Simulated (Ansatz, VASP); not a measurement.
# GaN: VASP beside Ansatz

Contents of INCAR:

```
PREC = Accurate
ENCUT = 520
EDIFF = 1E-6
ISMEAR = 0
SIGMA = 0.1
LREAL = F
LASPH = T
NELM = 150
ALGO = Normal
ISIF = 2
LWAVE = F
LCHARG = F
ISPIN = 2
MAGMOM = 0 1
LORBIT = 11
GGA = PE
NBANDS = 20
```

Contents of KPOINTS:

```
Automatic mesh
0
Gamma
  6 6 6
```

Contents of POSCAR:

```
GaN
1.0
    3.0233078800      0.0000000000      0.0000000000
   -1.5116539400      2.6182614200      0.0000000000
    0.0000000000      0.0000000000      2.9487791000
Ga N
1 1
Direct
    0.6666666700      0.3333333300      0.5000000000
    0.0000000000      0.0000000000      0.0000000000
```

Input for Ansatz:

```yaml
crystal:
  lattice:
    - [3.02330788, 0.0, 0.0]
    - [-1.51165394, 2.61826142, 0.0]
    - [0.0, 0.0, 2.9487791]
  atoms:
    - { symbol: Ga, position: [0.66666667, 0.33333333, 0.5] }
    - { symbol: "N", position: [0.0, 0.0, 0.0], spin: 1.0 }
basis:
  ecutwfc: 420
kpoints:
  mp_grid: { grid: [6, 6, 6] }
hamiltonian:
  xc: pbe
scf:
  occupations: { method: gaussian, width: 0.1 }
  lower_state_search: "off"
output:
  forces: true
  stress: true
  eigenvalues: true
  populations: true
magnetization:
  spin_polarized: true
```

Change from the starting cell: species swapped into the WC type (P-6m2, No. 187).

Alike in both runs: task single point; functional PBE; k mesh 6 × 6 × 6; occupations gaussian, width 0.1 eV; collinear spin.

|  | VASP | Ansatz |
| --- | --- | --- |
| version | VASP 6.6.1 | Ansatz 0.2.0 |
| potentials or method | VASP PAW PBE potentials, release 64 (Ga_d, N) | scalar-relativistic, plane waves, PAW |
| plane-wave cutoff (eV) | 520 | 420 |
| valence electrons in the cell | 18 | 18 |

```csv
,VASP,Ansatz,Ansatz less VASP
gap on the k mesh at the Fermi level (eV),none,none,-
pressure (GPa),-15.4,-15.8,-0.41
largest component of the traceless stress (GPa),19.95,20.07,+0.122
net moment per atom (μB),0.00,0.00,-0.001
```

A gap of «none» marks a metal or a gap that the smearing closes. With one functional, cell and mesh, what is left measures potentials, basis and numerics. Ansatz warned: «seeded_moment_not_kept».

Caveats: the k mesh is coarse (spacing up to 0.40 Å⁻¹), so the values aren't converged; so large a pressure means that the cell lies far from this level's equilibrium, or that cutoff or potentials fall short (VASP).
